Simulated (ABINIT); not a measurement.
Crystal: Al.

```xyz
1
Lattice="2.7218 0.0000 0.0000 0.0000 2.7218 0.0000 0.0000 0.0000 2.7218" Properties=species:S:1:pos:R:3 pbc="T T T"
Al    0.0000    0.0000    0.0000
```

The cell was built by a generator and needn't be a form met in nature.

- Program: ABINIT 10.8.3 (patched build)
- Task: single point
- Functional: PBE
- Potentials or basis: JTH PAW PBE v2.0
- Cutoff: 408 eV
- k mesh: 10 × 10 × 10
- Occupations: fermi-dirac, width 0.05 eV
- Spin: no spin polarisation

On this cell: pressure 0.3 GPa; band gap on the k mesh none (metal or under the smearing width).

The same run follows on a disturbed copy (cell strained at random at fixed volume):

```
Al
1.0
     2.72314    0.02266    0.02199
     0.02266    2.75688    0.04783
     0.02199    0.04783    2.68691
Al
1
Direct
  0.01017 0.97987 0.00353
```

Task: What does the disturbed cell give?

Result: The energy (extrapolated to zero smearing) moves by -1.5 meV/atom; pressure 0.2 GPa; band gap on the k mesh none (metal or under the smearing width).

Stress tensor (GPa, compression positive):
```
 0.15 -0.05  0.44
-0.05 -0.63  0.66
 0.44  0.66  0.97
```

The energy falls, though the first cell shows no forces: that form is unstable against this distortion, unless noise or another electronic state is at work.
